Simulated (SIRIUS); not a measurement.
# Sb (Im-3m) in SIRIUS: a series of runs

Runs on Sb. Level: LDA. Tasks: equation of state.

All numbers are computed with SIRIUS 7.12.0; they aren't measurements. Logs are shortened: lines on timing, memory, paths and dates and some standing lists are left out, and cuts for length are marked. The log counts tension as positive stress, the text compression.

## (1) The structure

It takes space group Im-3m (No. 229, cubic). The conventional cell has a = 3.743 Å, b = 3.743 Å, c = 3.743 Å, α = 90.00°, β = 90.00°, γ = 90.00°. Around Sb (site symmetry m-3m) lie 8 Sb at 3.24 Å.

This isn't the form of Sb at room conditions, which is rhombohedral.

## (2) Equation of state, LDA, 24.64 Å³/atom (volume scaled by 0.94)

sirius.json reads:

```json
{
  "control": {
    "processing_unit": "cpu",
    "std_evp_solver_name": "lapack",
    "gen_evp_solver_name": "lapack",
    "verbosity": 2,
    "print_forces": false,
    "ortho_rf": true,
    "use_second_variation": true,
    "rmt_max": 3.0,
    "num_bands_to_print": 18,
    "save_wf": true
  },
  "parameters": {
    "electronic_structure_method": "full_potential_lapwlo",
    "xc_functionals": ["XC_LDA_X", "XC_LDA_C_PW"],
    "core_relativity": "dirac",
    "valence_relativity": "iora",
    "num_fv_states": 18,
    "smearing": "fermi_dirac",
    "smearing_width": 0.0018374661,
    "pw_cutoff": 20,
    "gk_cutoff": 3.31,
    "lmax_apw": 10,
    "lmax_rho": 8,
    "lmax_pot": 8,
    "num_mag_dims": 0,
    "auto_rmt": 0,
    "ngridk": [10, 10, 10],
    "shiftk": [0, 0, 0],
    "num_dft_iter": 80,
    "energy_tol": 1e-07,
    "density_tol": 1e-05,
    "use_symmetry": true
  },
  "settings": {"tol_ne": 1e-10},
  "iterative_solver": {"type": "exact"},
  "mixer": {"type": "anderson", "beta": 0.5, "max_history": 8},
  "unit_cell": {
    "lattice_vectors": [
      [-3.464131673, 3.464131673, 3.464131673],
      [3.464131673, -3.464131673, 3.464131673],
      [3.464131673, 3.464131673, -3.464131673]
    ],
    "atom_types": ["Sb"],
    "atom_files": {"Sb": "Sb.json"},
    "atoms": {"Sb": [[0.0, 0.0, 0.0]]}
  }
}
```

Sb.json reads:

```json
{
  "name": "antimony",
  "symbol": "Sb",
  "number": 51,
  "mass": 121.76,
  "rmin": 1e-06,
  "rmt": 2.54,
  "nrmt": 800,
  "rinf": 15.52,
  "core": "1s2s2p3s3p3d",
  "valence": [
    {"basis": [{"enu": 0.11, "dme": 0, "n": 0, "auto": 0}, {"enu": 0.11, "dme": 1, "n": 0, "auto": 0}]},
    {"l": 0, "n": 1, "basis": [{"enu": 0.1119, "dme": 0, "n": 0, "auto": 0}]},
    {"l": 1, "n": 2, "basis": [{"enu": 0.21, "dme": 0, "n": 0, "auto": 0}]},
    {"l": 2, "n": 3, "basis": [{"enu": 0.21, "dme": 0, "n": 0, "auto": 0}]},
    {"l": 3, "n": 4, "basis": [{"enu": 0.21, "dme": 0, "n": 0, "auto": 0}]}
  ],
  "lo": [
    {
      "l": 0,
      "basis": [{"enu": 0.1119, "dme": 0, "n": 0, "auto": 0}, {"enu": 0.1119, "dme": 1, "n": 0, "auto": 0}]
    },
    {
      "l": 0,
      "basis": [{"enu": -5.047, "dme": 0, "n": 4, "auto": 1}, {"enu": -5.047, "dme": 1, "n": 4, "auto": 1}]
    },
    {
      "l": 0,
      "basis": [{"enu": -5.047, "dme": 1, "n": 4, "auto": 1}, {"enu": 0.1119, "dme": 0, "n": 0, "auto": 0}]
    },
    {
      "l": 0,
      "basis": [{"enu": 0.1119, "dme": 0, "n": 0, "auto": 0}, {"enu": 2.592, "dme": 0, "n": 0, "auto": 0}]
    },
    {"l": 1, "basis": [{"enu": 0.21, "dme": 0, "n": 0, "auto": 0}, {"enu": 0.21, "dme": 1, "n": 0, "auto": 0}]},
    {
      "l": 1,
      "basis": [{"enu": -3.335, "dme": 0, "n": 4, "auto": 1}, {"enu": -3.335, "dme": 1, "n": 4, "auto": 1}]
    },
    {"l": 1, "basis": [{"enu": -3.335, "dme": 1, "n": 4, "auto": 1}, {"enu": 0.21, "dme": 0, "n": 0, "auto": 0}]},
    {"l": 1, "basis": [{"enu": 0.21, "dme": 0, "n": 0, "auto": 0}, {"enu": 3.062, "dme": 0, "n": 0, "auto": 0}]},
    {"l": 2, "basis": [{"enu": 0.21, "dme": 0, "n": 0, "auto": 0}, {"enu": 0.21, "dme": 1, "n": 0, "auto": 0}]},
    {
      "l": 2,
      "basis": [{"enu": -0.8418, "dme": 0, "n": 4, "auto": 1}, {"enu": -0.8418, "dme": 1, "n": 4, "auto": 1}]
    },
    {
      "l": 2,
      "basis": [{"enu": -0.8418, "dme": 1, "n": 4, "auto": 1}, {"enu": 0.21, "dme": 0, "n": 0, "auto": 0}]
    },
    {"l": 2, "basis": [{"enu": 0.21, "dme": 0, "n": 0, "auto": 0}, {"enu": 3.434, "dme": 0, "n": 0, "auto": 0}]},
    {"l": 3, "basis": [{"enu": 0.21, "dme": 0, "n": 0, "auto": 0}, {"enu": 0.21, "dme": 1, "n": 0, "auto": 0}]},
    {"l": 3, "basis": [{"enu": 0.21, "dme": 0, "n": 0, "auto": 0}, {"enu": 2.907, "dme": 0, "n": 0, "auto": 0}]}
  ],
  "free_atom": [... radial grid and density of the free atom, the start of the SCF ...]
}
```

sirius_start.json reads:

```json
{
  "control": {
    "processing_unit": "cpu",
    "std_evp_solver_name": "lapack",
    "gen_evp_solver_name": "lapack",
    "verbosity": 1,
    "print_forces": false,
    "ortho_rf": true,
    "use_second_variation": true,
    "rmt_max": 3.0,
    "num_bands_to_print": 18,
    "save_wf": false
  },
  "parameters": {
    "electronic_structure_method": "full_potential_lapwlo",
    "xc_functionals": ["XC_LDA_X", "XC_LDA_C_PW"],
    "core_relativity": "dirac",
    "valence_relativity": "iora",
    "num_fv_states": 18,
    "smearing": "fermi_dirac",
    "smearing_width": 0.0055123983,
    "pw_cutoff": 20,
    "gk_cutoff": 2.65,
    "lmax_apw": 10,
    "lmax_rho": 8,
    "lmax_pot": 8,
    "num_mag_dims": 0,
    "auto_rmt": 0,
    "ngridk": [4, 4, 4],
    "shiftk": [0, 0, 0],
    "num_dft_iter": 30,
    "energy_tol": 0.01,
    "density_tol": 0.05,
    "use_symmetry": true
  },
  "settings": {"tol_ne": 1e-10},
  "iterative_solver": {"type": "exact"},
  "mixer": {"type": "anderson", "beta": 0.5, "max_history": 8},
  "unit_cell": {
    "lattice_vectors": [
      [-3.464131673, 3.464131673, 3.464131673],
      [3.464131673, -3.464131673, 3.464131673],
      [3.464131673, 3.464131673, -3.464131673]
    ],
    "atom_types": ["Sb"],
    "atom_files": {"Sb": "Sb.json"},
    "atoms": {"Sb": [[0.0, 0.0, 0.0]]}
  }
}
```

Potentials or basis: all-electron FP-LAPW, apw+lo standard.

Command:

```
OMP_NUM_THREADS=1 sirius.scf --input=sirius_start.json --output=start.json
OMP_NUM_THREADS=1 sirius.scf --input=sirius.json --output=output.json --task=1
```

The program printed:

```text
[info] SIRIUS version : 7.12.0
[info] number of MPI ranks           : 1
[info] MPI grid                      : 1 1
[info] maximum number of OMP threads : 1
[fft] FFT context for density and potential
[fft] =====================================
[fft]   plane wave cutoff                     : 20
[fft]   grid size                             : 45 45 45   total : 91125
[fft]   grid limits                           : -22 22   -22 22   -22 22
[fft]   number of G-vectors within the cutoff : 22543
[fft]   number of G-shells                    : 596
[fft] FFT context for coarse grid
[fft] =====================================
[fft]   plane wave cutoff                     : 6.62
[fft]   grid size                             : 15 15 15   total : 3375
[fft]   grid limits                           : -7 7   -7 7   -7 7
[fft]   number of G-vectors within the cutoff : 791
[fft]   number of G-shells                    : 33
[unit cell] lattice vectors
[unit cell]   a1 :      -3.4641316730      3.4641316730      3.4641316730
[unit cell]   a2 :       3.4641316730     -3.4641316730      3.4641316730
[unit cell]   a3 :       3.4641316730      3.4641316730     -3.4641316730
[unit cell] reciprocal lattice vectors
[unit cell]   b1 :      -0.0000000000      0.9068918131      0.9068918131
[unit cell]   b2 :       0.9068918131     -0.0000000000      0.9068918131
[unit cell]   b3 :       0.9068918131      0.9068918131     -0.0000000000
[unit cell] unit cell volume :       166.28120590 [a.u.^3]
[unit cell] 1/sqrt(omega)    :         0.07754940
[unit cell] MT volume        :        68.64197317 (41.28%)
[unit cell] IT volume        :        97.63923273 (58.72%)
[unit cell] number of atom types : 1
[unit cell] type id : 0 symbol : Sb mt_radius :   2.540000 num_atoms : 1
[unit cell] total number of atoms : 1
[unit cell] number of symmetry classes : 1
[unit cell] atom id  type id  class id             position                      vector_field
[unit cell] ------------------------------------------------------------------------------------------
[unit cell]      0        0        0      0.00000   0.00000   0.00000      0.00000   0.00000   0.00000
[unit cell] atom id         position (Cartesian, a.u.)
[unit cell] ---------------------------------------------
[unit cell]      0       0.000000    0.000000    0.000000
[unit cell] class id : 0 atom id : 0
[unit cell] minimum bond length:     6.000052
[sym] space group number   : 229
[sym] international symbol : Im-3m
[sym] Hall symbol          : -I 4 2 3
[sym] space group transformation matrix :
[sym]  -0.5000  0.5000  0.5000
[sym]   0.5000 -0.5000  0.5000
[... 274 lines left out ...]
[generate_radial_functions] Linearization energies
[generate_radial_functions] Atom : Sb, class id : 0
[generate_radial_functions] augmented waves
[generate_radial_functions] local orbitals
[generate_radial_functions] {l: 0, n: 4, enu: -4.9936, dme: 0, auto: 1}
[generate_radial_functions] {l: 0, n: 4, enu: -4.9936, dme: 1, auto: 1}
[generate_radial_functions] {l: 0, n: 4, enu: -4.9936, dme: 1, auto: 1}
[generate_radial_functions] {l: 1, n: 4, enu: -3.27056, dme: 0, auto: 1}
[generate_radial_functions] {l: 1, n: 4, enu: -3.27056, dme: 1, auto: 1}
[generate_radial_functions] {l: 1, n: 4, enu: -3.27056, dme: 1, auto: 1}
[generate_radial_functions] {l: 2, n: 4, enu: -0.772592, dme: 0, auto: 1}
[generate_radial_functions] {l: 2, n: 4, enu: -0.772592, dme: 1, auto: 1}
[generate_radial_functions] {l: 2, n: 4, enu: -0.772592, dme: 1, auto: 1}
[diagonalize] Lowest band energies
[diagonalize] ik:    0   -4.993606   -3.270485   -3.270485   -3.270485   -0.775919   -0.775919   -0.775919   -0.772312   -0.772312   -0.204064    0.519582    0.519582    0.519582    0.731151    0.731151    0.731151    0.732089    0.732089
[diagonalize] ik:    1   -4.993605   -3.270496   -3.270489   -3.270485   -0.776022   -0.775768   -0.775365   -0.772461   -0.772365   -0.195726    0.458926    0.492928    0.511578    0.661547    0.671717    0.716630    0.764820    0.769698
[diagonalize] ik:    2   -4.993604   -3.270522   -3.270500   -3.270484   -0.776306   -0.775342   -0.773954   -0.772721   -0.772461   -0.170805    0.343966    0.444133    0.490538    0.610760    0.625556    0.717538    0.784525    0.853577
[diagonalize] ik:    3   -4.993602   -3.270554   -3.270514   -3.270482   -0.776635   -0.775049   -0.772809   -0.772533   -0.772139   -0.129910    0.227731    0.401168    0.466300    0.576721    0.592897    0.745781    0.811599    0.952336
[diagonalize] ik:    4   -4.993600   -3.270577   -3.270525   -3.270481   -0.776898   -0.775019   -0.772631   -0.772572   -0.770649   -0.076301    0.126525    0.373191    0.448528    0.557016    0.573444    0.790141    0.845700    0.996517
[diagonalize] ...
[diagonalize] ik:   42   -4.993596   -3.270578   -3.270559   -3.270543   -0.775363   -0.774957   -0.772839   -0.771691   -0.770403    0.027858    0.143484    0.250561    0.298863    0.485679    0.533179    0.796911    0.832333    1.015911
[diagonalize] ik:   43   -4.993596   -3.270576   -3.270569   -3.270549   -0.775550   -0.775268   -0.772452   -0.771176   -0.770685    0.037519    0.174639    0.207060    0.305604    0.458138    0.510112    0.803451    0.941960    0.949238
[diagonalize] ik:   44   -4.993595   -3.270569   -3.270567   -3.270567   -0.775820   -0.775469   -0.771219   -0.771219   -0.771166    0.040285    0.223649    0.233231    0.233231    0.417348    0.498821    0.894551    0.940711    0.940711
[diagonalize] ik:   45   -4.993595   -3.270576   -3.270569   -3.270566   -0.775939   -0.775839   -0.771208   -0.770940   -0.770511    0.071656    0.189095    0.224144    0.246296    0.423803    0.443869    0.900078    0.953282    1.006059
[diagonalize] ik:   46   -4.993595   -3.270579   -3.270579   -3.270579   -0.776251   -0.776251   -0.770660   -0.770660   -0.770660    0.099349    0.215056    0.215056    0.215056    0.403328    0.403328    0.941541    1.039767    1.039767
[generate_core_charge_density] atom class : 0
[generate_core_charge_density]   n,l,k : 1 0 1  energy :       -1111.25625375
[generate_core_charge_density]   n,l,k : 2 0 1  energy :        -168.70601712
[generate_core_charge_density]   n,l,k : 2 1 1  energy :        -157.88908511
[generate_core_charge_density]   n,l,k : 2 1 2  energy :        -148.64709302
[generate_core_charge_density]   n,l,k : 3 0 1  energy :         -32.69113031
[generate_core_charge_density]   n,l,k : 3 1 1  energy :         -28.26222991
[generate_core_charge_density]   n,l,k : 3 1 2  energy :         -26.55716314
[generate_core_charge_density]   n,l,k : 3 2 2  energy :         -18.70616666
[generate_core_charge_density]   n,l,k : 3 2 3  energy :         -18.35135419
[find] Total energy                   :   -6478.11121319 (Ha),  -12956.22242639 (Ry)
[find] iteration : 1, RMS (target) : 4.2018e-03 (1.0000e-05) , energy difference (target) : -1.2892e-05 (1.0000e-07)
[find] Total energy                   :   -6478.11121639 (Ha),  -12956.22243278 (Ry)
[find] iteration : 2, RMS (target) : 7.3521e-04 (1.0000e-05) , energy difference (target) : -3.1976e-06 (1.0000e-07)
[find] Total energy                   :   -6478.11121625 (Ha),  -12956.22243249 (Ry)
[find] iteration : 3, RMS (target) : 1.3036e-04 (1.0000e-05) , energy difference (target) : 1.4465e-07 (1.0000e-07)
[find] Total energy                   :   -6478.11121586 (Ha),  -12956.22243172 (Ry)
[find] iteration : 4, RMS (target) : 2.4970e-05 (1.0000e-05) , energy difference (target) : 3.8458e-07 (1.0000e-07)
[... 10 lines left out ...]
[find] valence_eval_sum               :     -36.79113467
[find] core_eval_sum                  :   -3883.25493330
[find] kinetic energy                 :    6831.48974820
[find] enuc                           :   -7878.17243359
[find] <rho|V^{XC}>                   :    -219.10979468
[find] <rho|E^{XC}>                   :    -165.21561527
[find] <mag|B^{XC}>                   :       0.00000000
[find] <rho|V^{H}>                    :  -10532.42602148
[find] smearing (-TS)                 :      -0.00033642
[find] SCF correction                 :       0.00009549
[find] Total energy                   :   -6478.11121591 (Ha),  -12956.22243182 (Ry)
[find] Free energy (E-TS)             :   -6478.11155233 (Ha),  -12956.22310466 (Ry)
[find] band gap (eV)                  :       0.00000000
[find] Efermi                         :       0.29899709
[find] iteration : 5, RMS (target) : 2.2730e-06 (1.0000e-05) , energy difference (target) : -4.9040e-08 (1.0000e-07)
[find] converged after 6 SCF iterations!
[find] Charges and magnetic moments
[find] --------------------------------------------------------------------------------
[find] atom      charge    core leakage
[find] --------------------------------------------------------------------------------
[find]    0   48.823390    2.549771e-11
[find] total core leakage    : 2.54977139e-11
[find] interstitial charge   : 2.176608
[find] total charge          : 50.999998
[find] Energy
[find] --------------------------------------------------------------------------------
[find] valence_eval_sum               :     -36.79113467
[find] core_eval_sum                  :   -3883.25493330
[find] kinetic energy                 :    6831.48974820
[find] enuc                           :   -7878.17243359
[find] <rho|V^{XC}>                   :    -219.10979468
[find] <rho|E^{XC}>                   :    -165.21561527
[find] <mag|B^{XC}>                   :       0.00000000
[find] <rho|V^{H}>                    :  -10532.42602148
[find] smearing (-TS)                 :      -0.00033642
[find] SCF correction                 :       0.00009549
[find] Total energy                   :   -6478.11121591 (Ha),  -12956.22243182 (Ry)
[find] Free energy (E-TS)             :   -6478.11155233 (Ha),  -12956.22310466 (Ry)
[find] band gap (eV)                  :       0.00000000
[find] Efermi                         :       0.29899709
```

Wall time 22 s (1 thread of Arm Neoverse V1, shared host); peak memory 0.32 GiB.

Results:

```
Free energy                                       : -176278.3956 eV
Band gap on the k mesh                            : none (metal or under the smearing width)
All electrons inside the program's atomic spheres : Sb 48.82 (radii Sb 2.54 bohr)
```

## (3) Equation of state, LDA, 25.16 Å³/atom (volume scaled by 0.96)

Edit sirius.json of step 2 so:

```diff
@@ -40,5 +40,5 @@
     "lattice_vectors": [
-      [-3.464131673, 3.464131673, 3.464131673],
-      [3.464131673, -3.464131673, 3.464131673],
-      [3.464131673, 3.464131673, -3.464131673]
+      [-3.4885277702, 3.4885277702, 3.4885277702],
+      [3.4885277702, -3.4885277702, 3.4885277702],
+      [3.4885277702, 3.4885277702, -3.4885277702]
     ],
```

Sb.json reads:

```json
{
  "name": "antimony",
  "symbol": "Sb",
  "number": 51,
  "mass": 121.76,
  "rmin": 1e-06,
  "rmt": 2.54,
  "nrmt": 800,
  "rinf": 15.52,
  "core": "1s2s2p3s3p3d",
  "valence": [
    {"basis": [{"enu": 0.1, "dme": 0, "n": 0, "auto": 0}, {"enu": 0.1, "dme": 1, "n": 0, "auto": 0}]},
    {"l": 0, "n": 1, "basis": [{"enu": 0.1019, "dme": 0, "n": 0, "auto": 0}]},
    {"l": 1, "n": 2, "basis": [{"enu": 0.2, "dme": 0, "n": 0, "auto": 0}]},
    {"l": 2, "n": 3, "basis": [{"enu": 0.2, "dme": 0, "n": 0, "auto": 0}]},
    {"l": 3, "n": 4, "basis": [{"enu": 0.2, "dme": 0, "n": 0, "auto": 0}]}
  ],
  "lo": [
    {
      "l": 0,
      "basis": [{"enu": 0.1019, "dme": 0, "n": 0, "auto": 0}, {"enu": 0.1019, "dme": 1, "n": 0, "auto": 0}]
    },
    {
      "l": 0,
      "basis": [{"enu": -5.057, "dme": 0, "n": 4, "auto": 1}, {"enu": -5.057, "dme": 1, "n": 4, "auto": 1}]
    },
    {
      "l": 0,
      "basis": [{"enu": -5.057, "dme": 1, "n": 4, "auto": 1}, {"enu": 0.1019, "dme": 0, "n": 0, "auto": 0}]
    },
    {
      "l": 0,
      "basis": [{"enu": 0.1019, "dme": 0, "n": 0, "auto": 0}, {"enu": 2.582, "dme": 0, "n": 0, "auto": 0}]
    },
    {"l": 1, "basis": [{"enu": 0.2, "dme": 0, "n": 0, "auto": 0}, {"enu": 0.2, "dme": 1, "n": 0, "auto": 0}]},
    {
      "l": 1,
      "basis": [{"enu": -3.345, "dme": 0, "n": 4, "auto": 1}, {"enu": -3.345, "dme": 1, "n": 4, "auto": 1}]
    },
    {"l": 1, "basis": [{"enu": -3.345, "dme": 1, "n": 4, "auto": 1}, {"enu": 0.2, "dme": 0, "n": 0, "auto": 0}]},
    {"l": 1, "basis": [{"enu": 0.2, "dme": 0, "n": 0, "auto": 0}, {"enu": 3.052, "dme": 0, "n": 0, "auto": 0}]},
    {"l": 2, "basis": [{"enu": 0.2, "dme": 0, "n": 0, "auto": 0}, {"enu": 0.2, "dme": 1, "n": 0, "auto": 0}]},
    {
      "l": 2,
      "basis": [{"enu": -0.8518, "dme": 0, "n": 4, "auto": 1}, {"enu": -0.8518, "dme": 1, "n": 4, "auto": 1}]
    },
    {"l": 2, "basis": [{"enu": -0.8518, "dme": 1, "n": 4, "auto": 1}, {"enu": 0.2, "dme": 0, "n": 0, "auto": 0}]},
    {"l": 2, "basis": [{"enu": 0.2, "dme": 0, "n": 0, "auto": 0}, {"enu": 3.424, "dme": 0, "n": 0, "auto": 0}]},
    {"l": 3, "basis": [{"enu": 0.2, "dme": 0, "n": 0, "auto": 0}, {"enu": 0.2, "dme": 1, "n": 0, "auto": 0}]},
    {"l": 3, "basis": [{"enu": 0.2, "dme": 0, "n": 0, "auto": 0}, {"enu": 2.897, "dme": 0, "n": 0, "auto": 0}]}
  ],
  "free_atom": [... radial grid and density of the free atom, the start of the SCF ...]
}
```

Edit sirius_start.json of step 2 so:

```diff
@@ -40,5 +40,5 @@
     "lattice_vectors": [
-      [-3.464131673, 3.464131673, 3.464131673],
-      [3.464131673, -3.464131673, 3.464131673],
-      [3.464131673, 3.464131673, -3.464131673]
+      [-3.4885277702, 3.4885277702, 3.4885277702],
+      [3.4885277702, -3.4885277702, 3.4885277702],
+      [3.4885277702, 3.4885277702, -3.4885277702]
     ],
```

Potentials or basis: all-electron FP-LAPW, apw+lo standard.

Command:

```
OMP_NUM_THREADS=1 sirius.scf --input=sirius_start.json --output=start.json
OMP_NUM_THREADS=1 sirius.scf --input=sirius.json --output=output.json --task=1
```

Wall time 22 s (1 thread of Arm Neoverse V1, shared host); peak memory 0.32 GiB.

It converged, with:

```
Free energy                                       : -176278.4031 eV
Band gap on the k mesh                            : none (metal or under the smearing width)
All electrons inside the program's atomic spheres : Sb 48.81 (radii Sb 2.54 bohr)
```

[end of part 1 of 3]
